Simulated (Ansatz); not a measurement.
# N started on an O site and an O vacancy in alpha-quartz SiO2, 71 atoms, charge 0

How does the host give way around this defect, what does it cost to form, and which levels does it put into the gap? The levels of theory are PBEsol, HSE06 and r²SCAN.

All numbers are computed with Ansatz 0.2.0 (PAW, plane waves).

## Step 1: Starting point

71 atoms (24 Si, 46 O, 1 N); a = 9.902 Å, b = 9.902 Å, c = 10.886 Å, α = 90.00°, β = 90.00°, γ = 120.00°. All atoms were shaken off their sites by about 0.02 Å along each axis; atoms next to an added one may be pushed further to make room. Defect site 1: (0.427, 0.294, 0.440). Defect site 2: (0.294, 0.427, 0.560). Starting moments add up to 1 μB.

The runs, in order: (2) PBEsol relaxation at the single k point (¼, ¼, ¼), on 1 × NVIDIA GB200 with 8 threads of Arm Neoverse-V2; (3) HSE06 single point at the single k point (¼, ¼, ¼), on 1 × NVIDIA GB200 with 8 threads of Arm Neoverse-V2; (4) r²SCAN single point at the single k point (¼, ¼, ¼), on 1 × NVIDIA GB200 with 8 threads of Arm Neoverse-V2.

## Step 2: Relaxation of the positions (PBEsol)

in.yaml reads:

```yaml
crystal:
  lattice:
    - [9.901639, 0.000000, 0.000000]
    - [-4.950819, 8.575071, 0.000000]
    - [0.000000, 0.000000, 10.885880]
  atoms:
    - { symbol: Si, position: [0.235752, 0.998643, 0.165811] }
    - { symbol: Si, position: [0.231088, 0.997493, 0.664920] }
    - { symbol: Si, position: [0.238400, 0.502317, 0.164483] }
    - { symbol: Si, position: [0.237084, 0.499394, 0.665001], spin: 0.25 }
    - { symbol: Si, position: [0.739176, 0.999170, 0.163657] }
    - { symbol: Si, position: [0.734799, 0.002560, 0.667319] }
    - { symbol: Si, position: [0.734316, 0.499033, 0.166248] }
    - { symbol: Si, position: [0.736889, 0.500332, 0.666471] }
    - { symbol: Si, position: [0.997387, 0.236018, 0.333998] }
    - { symbol: Si, position: [0.998000, 0.235210, 0.829761] }
    - { symbol: Si, position: [0.999753, 0.736775, 0.333309] }
    - { symbol: Si, position: [0.000788, 0.732500, 0.834403] }
    - { symbol: Si, position: [0.497635, 0.232833, 0.332958], spin: 0.25 }
    - { symbol: Si, position: [0.504172, 0.236325, 0.834748] }
    - { symbol: Si, position: [0.500116, 0.734550, 0.332537] }
    - { symbol: Si, position: [0.504522, 0.738780, 0.830925] }
    - { symbol: Si, position: [0.269529, 0.265055, 0.999814] }
    - { symbol: Si, position: [0.258658, 0.265076, 0.502431], spin: 0.25 }
    - { symbol: Si, position: [0.266928, 0.766205, 0.000426] }
    - { symbol: Si, position: [0.266703, 0.765818, 0.498068] }
    - { symbol: Si, position: [0.764287, 0.264709, 0.998874] }
    - { symbol: Si, position: [0.764865, 0.264656, 0.498017] }
    - { symbol: Si, position: [0.764380, 0.764028, 0.000718] }
    - { symbol: Si, position: [0.766080, 0.765740, 0.501734] }
    - { symbol: O, position: [0.201914, 0.132738, 0.105503] }
    - { symbol: O, position: [0.205891, 0.134612, 0.606220] }
    - { symbol: O, position: [0.209445, 0.634607, 0.106964] }
    - { symbol: O, position: [0.206688, 0.634592, 0.607524] }
    - { symbol: O, position: [0.710259, 0.136275, 0.108243] }
    - { symbol: O, position: [0.709070, 0.133390, 0.606952] }
    - { symbol: O, position: [0.704507, 0.633930, 0.110848] }
    - { symbol: O, position: [0.705188, 0.633269, 0.608760] }
    - { symbol: O, position: [0.363526, 0.071931, 0.271129] }
    - { symbol: O, position: [0.366951, 0.072740, 0.772203] }
    - { symbol: O, position: [0.368453, 0.572281, 0.275573] }
    - { symbol: O, position: [0.369048, 0.572127, 0.776086] }
    - { symbol: O, position: [0.866413, 0.072127, 0.274567] }
    - { symbol: O, position: [0.870096, 0.074178, 0.774974] }
    - { symbol: O, position: [0.861343, 0.568557, 0.272785] }
    - { symbol: O, position: [0.866943, 0.569443, 0.770627] }
    - { symbol: O, position: [0.427566, 0.294155, 0.941048] }
    - { symbol: O, position: [0.425742, 0.797824, 0.438041] }
    - { symbol: O, position: [0.428595, 0.792498, 0.942845] }
    - { symbol: O, position: [0.922714, 0.292628, 0.441029] }
    - { symbol: O, position: [0.930025, 0.292420, 0.940498] }
    - { symbol: O, position: [0.925571, 0.795054, 0.440021] }
    - { symbol: O, position: [0.931486, 0.796233, 0.940199] }
    - { symbol: O, position: [0.132699, 0.206282, 0.390702] }
    - { symbol: O, position: [0.132951, 0.205895, 0.892534] }
    - { symbol: O, position: [0.132215, 0.709209, 0.390500] }
    - { symbol: O, position: [0.131170, 0.704525, 0.891741] }
    - { symbol: O, position: [0.634464, 0.210203, 0.392132] }
    - { symbol: O, position: [0.632068, 0.205059, 0.893646] }
    - { symbol: O, position: [0.632041, 0.707993, 0.394662] }
    - { symbol: O, position: [0.631521, 0.705462, 0.894742] }
    - { symbol: O, position: [0.075624, 0.369923, 0.228693] }
    - { symbol: O, position: [0.070982, 0.366574, 0.724293] }
    - { symbol: O, position: [0.074354, 0.866302, 0.223389] }
    - { symbol: O, position: [0.073241, 0.867443, 0.726545] }
    - { symbol: O, position: [0.574830, 0.368258, 0.226748] }
    - { symbol: O, position: [0.575507, 0.365897, 0.727543] }
    - { symbol: O, position: [0.573645, 0.865170, 0.228938] }
    - { symbol: O, position: [0.575561, 0.867388, 0.723036] }
    - { symbol: O, position: [0.296847, 0.428497, 0.060509] }
    - { symbol: O, position: [0.291526, 0.927324, 0.060080] }
    - { symbol: O, position: [0.293864, 0.925958, 0.562859] }
    - { symbol: O, position: [0.792514, 0.423453, 0.059908] }
    - { symbol: O, position: [0.796231, 0.424246, 0.558062] }
    - { symbol: O, position: [0.794789, 0.929930, 0.062825] }
    - { symbol: O, position: [0.798387, 0.928670, 0.556844] }
    - { symbol: N, position: [0.429427, 0.295244, 0.442927], spin: 0.25 }
  symmetry: { detect: false }
kpoints:
  mp_grid: { grid: [1, 1, 1], shift: [0.25, 0.25, 0.25] }
hamiltonian:
  xc: pbesol
magnetization:
  spin_polarized: true
scf:
  occupations: { method: fermi_dirac, width: 0.01 }
relax:
  f_tol: 0.03
  max_steps: 80
  escape_saddle: false
  adjacent_minimum: "off"
output:
  forces: true
  eigenvalues: true
  populations: true
```

Started as:

```
ansatz run in.yaml --threads 8 --pin off --max-ram 118750MiB --runs-dir r --events-out ev --progress --plain --backend cuda --devices 0, --max-vram 170GiB
```

After this run come: HSE06 single point; Single point with r²SCAN.

Before running it: what results should come out? Wanted: for each run, formation energy; host gap; top filled to lowest empty; moment.

**Answer**, as computed:

| level | time | formation energy (eV) | host gap (eV) | top filled to lowest empty (eV) | moment (μB) |
| --- | --- | --- | --- | --- | --- |
| PBEsol, relaxation | 7 s (GPU) | 10.54 | 5.75 | 0.84 | 1.00 |
| HSE06 | 22 s (GPU) | 10.78 | 7.72 | 3.05 | 1.00 |
| r²SCAN | 6.3 s (GPU) | 10.88 | 6.52 | 1.84 | 1.00 |

```
            quantity                             value
          relaxation  8 recorded steps, 2.01 eV gained
       largest shift                      0.51 Å (O28)
largest local moment                     +0.91 μB on N
```

**In words.** Relaxation gains 2.01 eV, with shifts up to 0.51 Å (O28). The formation energy goes from 10.54 eV (PBEsol) to 10.88 eV (r²SCAN). The reservoirs are the elements' reference phases; where the defect changes the composition, the value depends on that choice. r²SCAN puts 5 localised levels over 0.1 eV inside the gap, at 0.47 (filled), 0.64 (filled), 0.66 (filled), 0.91 (filled) eV (the lowest four), the tightest of them shared by about 2 atoms. The price of HSE06 is about 3.4 times the time of r²SCAN here. The host's edges were read at Γ, so band-like levels at this k point need not coincide with them. Finite-cell errors of some tenths of an eV remain in such numbers.
